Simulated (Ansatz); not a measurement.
Runs of Ansatz 0.2.0 on Fe. Symmetry: Im-3m, No. 229, cubic system. The conventional cell has a = 2.886 Å, b = 2.886 Å, c = 2.886 Å, α = 90.00°, β = 90.00°, γ = 90.00°. Around Fe (site symmetry m-3m) lie 8 Fe at 2.50 Å. 

```tsv
task	level	spin	U	cell	k mesh	smearing	hubbard projectors	double counting	q mesh	points for each segment of the path	broadening	mesh quality	gap on the mesh (eV)	pressure (GPa)	moment (μB)	relaxed volume (Å³/atom)
single point	HF	collinear, ferromagnetic start	-	as given	7 × 7 × 7	fermi-dirac 0.05 eV	-	-	-	-	-	coarse	none	-	3.17	-
relaxation of cell and atoms	PBE	collinear, ferromagnetic start	-	relaxed	13 × 13 × 13	fermi-dirac 0.05 eV	-	-	-	-	-	not flagged	none	0.0	(a)	(c)
phonons	revPBE+D4+U	collinear, program default start	Fe d U = 3.5 eV	as given	8 × 8 × 8	cold 0.025 eV	ortho-atomic	amf	4 × 4 × 4	8	-	coarse	none	-	1.67	-
single point	PBE	collinear, ferromagnetic start	-	as given	13 × 13 × 13	gaussian 0.017 eV	-	-	-	-	-	not flagged	none	-9.6	2.25	-
single point	PBE	collinear, ferromagnetic start	-	as given	13 × 13 × 13	gaussian 0.015 eV	-	-	-	-	-	not flagged	none	-9.6	2.25	-
phonons	PBE	collinear, ferromagnetic start	-	as given	10 × 10 × 10	fermi-dirac 0.05 eV	-	-	2 × 2 × 2	8	-	not flagged	none	-	2.16	-
relaxation of cell and atoms	BLYP+D3(BJ)	collinear, ferromagnetic start	-	relaxed	13 × 13 × 13	fermi-dirac 0.05 eV	-	-	-	-	-	not flagged	none	0.0	2.08	11.09
band structure	HSE06	collinear, ferromagnetic start	-	as given	7 × 7 × 7	fermi-dirac 0.05 eV	-	-	-	4	-	coarse	none	-	2.89	-
optical spectrum	PBEsol+D4+U	collinear, ferromagnetic start	Fe d U = 6 eV	as given	13 × 13 × 13	fermi-dirac 0.1 eV	ortho-atomic (the default)	fll (the default)	-	-	0.2 eV	not flagged	none	-	2.96	-
single point	PBE	collinear, ferromagnetic start	-	as given	13 × 13 × 13	gaussian 0.023 eV	-	-	-	-	-	not flagged	none	-9.6	2.25	-
relaxation of cell and atoms	HSE06	collinear, ferromagnetic start	-	relaxed	7 × 7 × 7	fermi-dirac 0.05 eV	-	-	-	-	-	coarse	none	-	2.89	(b)
```

Alike in all rows: potentials or basis Ansatz PAW; cutoff (eV) 420.

**Question.** Fill in the values left out.

**Answer.** (a) 2.12; (b) 12.37; (c) 11.31.

Caveats: some runs use coarse meshes; the PAW data sets come from PBE, with cores solved anew for the run's functional, which leaves a small shift of forces and pressure (some runs); the magnetic or orbital state may not be the lowest (some runs); the potentials were made for another functional, which shifts forces and pressure (some runs); the plane-wave basis is chosen anew once the cell has moved, so the energies of steps on either side of that aren't comparable (some runs); pairwise dispersion overbinds metals, which lowers pressure and volume (some runs); the U is typed as a test and isn't derived for this compound (some runs).

A k mesh can miss the band edges.

A gap of «none» marks a metal or a gap under the smearing width.

Not every run made on this cell is shown here.
